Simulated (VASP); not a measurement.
**CdSe: single point with PBE**

The system is CdSe.

```
Cd Se
1.0
     0.00000    3.06778    3.06778
     3.06778    0.00000    3.06778
     3.06778    3.06778    0.00000
Cd Se
1 1
Direct
  0.00000 0.00000 0.00000
  0.25000 0.25000 0.25000
```

The cell was built by a generator and needn't be a form met in nature.

| Property | Result |
| --- | --- |
| Program | VASP 6.6.1 |
| Task | single point |
| Functional | PBE |
| Potentials or basis | VASP PAW PBE potentials, release 64 (Cd, Se) |
| Cutoff | 520 eV |
| k mesh | 8 × 8 × 8 |
| Occupations | fermi-dirac, width 0.02 eV |
| Spin | no spin polarisation |

```yaml
Pressure: 1.7 GPa
Band_gap_on_the_k_mesh: 0.55 eV, direct
```

Levels at points of the mesh, in eV from the valence-band top:
```tsv
k point	band 5	band 6	band 7	band 8	band 9	band 10	band 11	band 12	band 13	band 14
(0.00, 0.00, 0.00)	-7.50	-7.50	0.00	0.00	0.00	0.55	5.93	5.93	5.93	9.68
(0.50, 0.00, 0.00)	-7.48	-7.23	-4.24	-0.71	-0.71	2.36	6.44	6.44	7.35	9.97
(0.50, 0.50, 0.00)	-7.45	-7.17	-3.96	-1.77	-1.77	3.19	3.73	8.99	10.06	10.06
```

Wall time 21 s on 1 thread of Intel(R) Xeon(R) Platinum 8259CL CPU @ 2.50GHz (Skylake/Cascade Lake) (shared host), peak memory 0.18 GiB.

As with any semilocal functional, this PBE gap is likely too small.
